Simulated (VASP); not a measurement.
**Mg$_{2}$Ge (strained antifluorite), r²SCAN single-point calculation: VASP's output and Ansatz's**

POSCAR

```
Ge Mg
 1.0000000000000000
     0.0000000000000000    3.2785942747000001    3.2785942747000001
     3.2785942747000001    0.0000000000000000    3.2785942747000001
     3.2785942747000001    3.2785942747000001    0.0000000000000000
 Ge  Mg
   1   2
Cartesian
  0.0000000000000000  0.0000000000000000  0.0000000000000000
  1.6392971373500000  1.6392971373500000  1.6392971373500000
  4.9178914120500004  4.9178914120500004  4.9178914120500004
```

VASP ran with the recommended PBE PAW datasets (18 valence electrons in the cell).

From OUTCAR

```
k-points           NKPTS =     29   k-points in BZ     NKDIM =     29   number of bands    NBANDS=     16

   NELECT =      18.0000    total number of electrons

   dimension x,y,z NGX =    36 NGY =   36 NGZ =   36
   dimension x,y,z NGXF=    72 NGYF=   72 NGZF=   72

  energy-cutoff  :      520.00
  volume of cell :       70.48
      direct lattice vectors                 reciprocal lattice vectors
     0.000000000  3.278594275  3.278594275    -0.152504384  0.152504384  0.152504384
     3.278594275  0.000000000  3.278594275     0.152504384 -0.152504384  0.152504384
     3.278594275  3.278594275  0.000000000     0.152504384  0.152504384 -0.152504384

 k-points in reciprocal lattice and weights: KPOINTS created by Atomic Simulation Env
   0.00000000  0.00000000  0.00000000       0.002
   0.12500000  0.00000000  0.00000000       0.016
   0.25000000  0.00000000  0.00000000       0.016
   0.37500000  0.00000000  0.00000000       0.016
   0.50000000  0.00000000  0.00000000       0.008
   0.12500000  0.12500000  0.00000000       0.012
   0.25000000  0.12500000  0.00000000       0.047
   0.37500000  0.12500000  0.00000000       0.047
   ...

 E-fermi :   3.0096

 k-point     1 :       0.0000    0.0000    0.0000
  band No.  band energies     occupation
      1     -21.3001      2.00000
      2     -21.3001      2.00000
      3     -21.3001      2.00000
      4     -21.2836      2.00000
      5     -21.2836      2.00000
      6      -6.8604      2.00000
      7       2.9388      2.00000
      8       2.9389      2.00000
      9       2.9389      2.00000
     10       4.0707      0.00000
     11       5.9072      0.00000
     12       5.9072      0.00000
     13       5.9072      0.00000
     14       9.2519      0.00000
     15       9.2519      0.00000
     16       9.3660      0.00000

 k-point     2 :       0.1250    0.0000    0.0000
  band No.  band energies     occupation
      1     -21.3001      2.00000
      2     -21.3000      2.00000
      3     -21.3000      2.00000
      4     -21.2836      2.00000
      5     -21.2836      2.00000
      6      -6.7363      2.00000
      7       1.6396      2.00000
      8       2.7838      2.00000
      9       2.7839      2.00000
     10       4.6829      0.00000
     11       6.1817      0.00000
     12       6.1817      0.00000
     13       6.3539      0.00000
     14       8.5209      0.00000
     15       8.5209      0.00000
     16       9.7851      0.00000

 k-point     3 :       0.2500    0.0000    0.0000
  band No.  band energies     occupation
      1     -21.3000      2.00000
      2     -21.2997      2.00000
      3     -21.2996      2.00000
      4     -21.2835      2.00000
      5     -21.2835      2.00000
      6      -6.3917      2.00000
      7       0.0152      2.00000
      8       2.4959      2.00000
      9       2.4960      2.00000
     10       4.4750      0.00000
     11       6.3764      0.00000
     12       6.3764      0.00000
     13       7.8597      0.00000
     14       8.4709      0.00000
     15       8.4709      0.00000
     16       9.2013      0.00000

 k-point     4 :       0.3750    0.0000    0.0000
  band No.  band energies     occupation
      1     -21.2999      2.00000
      2     -21.2993      2.00000
      3     -21.2993      2.00000
      4     -21.2835      2.00000
      5     -21.2835      2.00000
      6      -5.9454      2.00000
      7      -1.2509      2.00000
      8       2.2780      2.00000
      9       2.2780      2.00000
     10       4.1891      0.00000
     11       6.0814      0.00000
     12       6.0815      0.00000
     13       8.3566      0.00000
     14       9.7154      0.00000
     15       9.7154      0.00000
     16      10.0175      0.00000

 k-point     5 :       0.5000    0.0000    0.0000
  band No.  band energies     occupation
      1     -21.2998      2.00000
      2     -21.2992      2.00000
      3     -21.2992      2.00000
      4     -21.2834      2.00000
      5     -21.2834      2.00000
      6      -5.7065      2.00000
      7      -1.7694      2.00000
      8       2.2009      2.00000
      9       2.2009      2.00000
     10       4.0842      0.00000
     11       5.9280      0.00000
     12       5.9281      0.00000
     13       8.2086      0.00000
     14      11.2454      0.00000
     15      11.2455      0.00000
     16      11.3875      0.00000

 k-point     6 :       0.1250    0.1250    0.0000
  band No.  band energies     occupation
      1     -21.3003      2.00000
      2     -21.2999      2.00000
      3     -21.2998      2.00000
      4     -21.2837      2.00000
      5     -21.2835      2.00000
      6      -6.6947      2.00000
      7       1.7153      2.00000
      8       2.4448      2.00000
      9       2.4448      2.00000
     10       5.3367      0.00000
     11       5.3633      0.00000
     12       6.6748      0.00000
     13       6.6749      0.00000
     14       7.5934      0.00000
     15       9.4724      0.00000
     16      10.2838      0.00000

 ...

  Total       -1.9252664     -1.9252664     -1.9252664     -0.0000000      0.0000000     -0.0000000
  in kB      -43.7631313    -43.7631313    -43.7631313     -0.0000000      0.0000000     -0.0000000
  external PRESSURE =     -43.7631313 kB  Pullay stress =       0.0000000 kB

 POSITION                                       TOTAL-FORCE (eV/Angst)
 -----------------------------------------------------------------------------------
      0.00000      0.00000      0.00000         0.000000     -0.000000      0.000000
      1.63930      1.63930      1.63930         0.000000     -0.000000     -0.000000
      4.91789      4.91789      4.91789        -0.000000      0.000000      0.000000
 -----------------------------------------------------------------------------------
    total drift:                               -0.000000      0.000000      0.000000

  FREE ENERGIE OF THE ION-ELECTRON SYSTEM (eV)
  ---------------------------------------------------
  free  energy   TOTEN  =       -23.1352286313 eV

  energy  without entropy=      -23.1352286313  energy(sigma->0) =      -23.13522863
```

The two codes use different PAW datasets and cutoffs. VASP's cell holds 18 valence electrons and Ansatz's 34. Ansatz's stress includes a Pulay correction; VASP's doesn't.

Question: What does Ansatz give for the same cell and level of theory?

Answer: gap between bands v and c 0.50 eV; least direct gap 1.15 eV; pressure -4.1 GPa.

Ansatz printed

```
SCF 1 converged in 6 iterations: F = -8156.689643 eV  dr2 = 1.21e-8
  greatest PAW one-centre occupation: 1.000 electrons in one spin orbital (limit 2), on the Mg atom at site 2 (counted from 0), in its partial waves of l = 0
NSCF: frozen V_eff on 7 k-points
SCF converged after 6 iterations
Free energy (F): -8156.689643 eV
Harris-Foulkes:  -8156.689643 eV  (|F-HF|=3.08e-8)
Internal energy: -8156.689643 eV  (E = F + TS)
E sigma→0 (E₀):  -8156.689643 eV
Fermi energy:    6.051796 eV
--- Per-component energies (eV) ---
  E_band       = -915.563983
  E_kinetic    = 259.940904
  E_local      = -5865.437977  (includes V_loc(G=0)·N_el)
  E_nonlocal   = 610.932071
  E_hartree    = 2314.549407
  E_xc         = -122.398807
  E_vxc        = -145.216241  (∫ρ·V_xc dr)
  E_paw        = -2627.191384  (= ΣΔE_a)
  E_vpaw       = -413.760476  (= ΣTr[D̂ρ^β])
  E_aug_tail   = 0.000015  (compensation charges beyond the density's cutoff)
  E_vtau       = 8.881548  (kinetic-family band-sum trace: ∫τ·v_τ [+ j·A + Jᵃ·Aᵃ] dr)
  E_ewald      = -2725.945689
  E_core_change = -1.138182  (= ΣΔE_core)
  E_smearing   = -0.000000  (= −TS)
  E_closure    = 0.000000  (closes the sum)
  Σ components = -8156.689643   (vs F -8156.689643, Δ=0.00e0)
--- Forces (eV/Å), atoms counted from 1 ---
  atom   1  Ge    -0.00000000     0.00000000    -0.00000000
  atom   2  Mg     0.00000000    -0.00000000    -0.00000000
  atom   3  Mg     0.00000000     0.00000000    -0.00000000
  max |Σ_I F_I| component: 7.40e-17 eV/Å
--- Stress (GPa, compression-positive) ---
       -4.121988       0.000000      -0.000000
        0.000000      -4.121988       0.000000
       -0.000000      -0.000000      -4.121988
  P = ⅓ Tr σ = -4.1220 GPa (-41.220 kbar)
--- Band table (eV; the first three rows and the last of 29) ---
  k-point 0: bands = ["-73.1482", "-73.1463", "-38.2500", "-38.2500", "-38.2500", "-38.2395", "-38.2395", "-38.2395", "-18.0880", "-18.0880", "-18.0880", "-18.0716", "-18.0716", "-3.7436", "6.0518", "6.0518", "6.0518", "7.1992", "9.0351", "9.0351", "9.0351"]
  k-point 1: bands = ["-73.1482", "-73.1464", "-38.2496", "-38.2496", "-38.2496", "-38.2400", "-38.2399", "-38.2399", "-18.0880", "-18.0879", "-18.0879", "-18.0716", "-18.0716", "-3.6190", "4.7581", "5.8979", "5.8979", "7.8118", "9.3086", "9.3086", "9.4823"]
  k-point 2: bands = ["-73.1479", "-73.1466", "-38.2485", "-38.2484", "-38.2484", "-38.2412", "-38.2411", "-38.2411", "-18.0880", "-18.0875", "-18.0875", "-18.0715", "-18.0715", "-3.2731", "3.1360", "5.6117", "5.6117", "7.6097", "9.4999", "9.4999", "10.9849"]
  k-point 28: bands = ["-73.1473", "-73.1473", "-38.2520", "-38.2518", "-38.2448", "-38.2448", "-38.2380", "-38.2379", "-18.0876", "-18.0876", "-18.0861", "-18.0718", "-18.0710", "-2.1307", "2.4846", "2.4846", "3.4773", "9.1018", "9.9988", "10.0161", "10.0161"]
```
